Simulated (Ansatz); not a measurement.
P:

```xyz
2
Lattice="-1.6915 2.5152 1.8589 1.6915 -2.5152 1.8589 1.6915 2.5152 -1.8589" Properties=species:S:1:pos:R:3 pbc="T T T"
P     1.6915    1.2576    1.6607
P     0.0000    1.2576    0.1982
```

This isn't the form of P at room conditions, which is orthorhombic.

```yaml
Program: Ansatz 0.2.0
Task: relaxation of cell and atoms
Functional: PBE
Dispersion: D4
Potentials_or_basis: Ansatz PAW
Cutoff: "420 eV (not typed: the program's choice for these potentials)"
k_mesh: 11 × 11 × 11
Occupations: fermi-dirac, width 0.05 eV
Spin: no spin polarisation
```

At the start: volume 15.82 Å³/atom.

Task: How do energy, volume and symmetry change on relaxing?

Result: It ends after 15 steps and the volume is 14.22 Å³/atom (-10.1 %); space group Imma (No. 74, to 0.05 Å).

Step by step:
```
step  energy change (eV)  largest force (eV/Å)  volume (Å³)
   1              0.0000                0.3719        31.63
   2             -0.0188                0.1983        30.70
   3             -0.0305                0.0721        29.70
   4             -0.0318                0.0014        29.74
   5             -0.0322                0.0156        29.60
   6             -0.0323                0.0036        29.47
   7             -0.0325                0.0072        29.32
   8             -0.0333                0.0569        28.39
   9             -0.0337                0.0446        28.49
  10             -0.0340                0.0222        28.37
  11             -0.0341                0.0136        28.51
  12             -0.0341                0.0040        28.46
  13             -0.0339                0.0041        28.46
  14             -0.0339                0.0022        28.43
  15             -0.0339                0.0022        28.43
```

Final structure:
```
P
1.0
    -1.70585    2.42796    1.71620
     1.70585   -2.42796    1.71620
     1.70585    2.42796   -1.71620
P
2
Direct
  0.72765 0.97765 0.75000
  0.27235 0.02235 0.25000
```

Caveat: the plane-wave basis is chosen anew once the cell has moved, so the energies of steps on either side of that aren't comparable; pairwise dispersion overbinds metals, which lowers pressure and volume.
